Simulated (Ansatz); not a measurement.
# PbI2: the cost of one run

All numbers are computed with the Python package of Ansatz 0.2.0. The levels of theory stand in the script.

## 1. The structure

It takes space group P-3m1 (No. 164, trigonal). The conventional cell has a = 4.555 Å, b = 4.555 Å, c = 6.977 Å, α = 90.00°, β = 90.00°, γ = 120.00°. Pb (site symmetry -3m) is surrounded by 6 I at 3.21 Å. I (site symmetry 3m) has 3 Pb at 3.21 Å in its first shell of neighbours.

No structure file is read: the coordinates are typed or built in the script.

## 2. The code

Contents of ddh.py:

```python
"""Dielectric-dependent hybrid for PbI2."""

import ansatz as az
import numpy as np


def count_gap(report):
    # lowest empty less highest filled band, counting bands; zero where they overlap
    return max(report.get("gap_by_band_count_ev") or 0.0, 0.0)

lattice = az.Lattice.of(
    (4.555, 0.0, 0.0),
    (-2.2775, 3.944746, 0.0),
    (0.0, 0.0, 6.977),
)
sites = [
    ("Pb", (0.0, 0.0, 0.0)),
    ("I", (1 / 3, 2 / 3, 0.265)),
    ("I", (2 / 3, 1 / 3, 0.735)),
]
system = az.Crystal(lattice=lattice)
for symbol, position in sites:
    system = system.atom(symbol, position)

base = (
    system.calculation()
    .kpoints(6, 6, 2)
    .basis(16 * az.Ha)
    .occupations("fixed")
    .band_table()
)
semilocal = base.functional("pbe").run(threads=1).report
hybrid = base.functional(exchange="pbe", correlation="pbe", exact_fraction="inverse_dielectric").run(threads=1).report
alpha = hybrid["hybrid"]["exact_exchange_fraction"]
print(f"fraction of exact exchange {alpha:.4f}, so eps_inf = {1 / alpha:.2f}")
print(f"gap by band count: {count_gap(semilocal):.3f} eV semilocal, {count_gap(hybrid):.3f} eV hybrid")
```

## 3. The run

The run is started by

```bash
$ python ddh.py
```

**Question.** How long does this script take on 1 thread of Arm Neoverse V1, shared host, and how much memory does it need?

About 4.8 min, with a peak of 2.4 GiB.
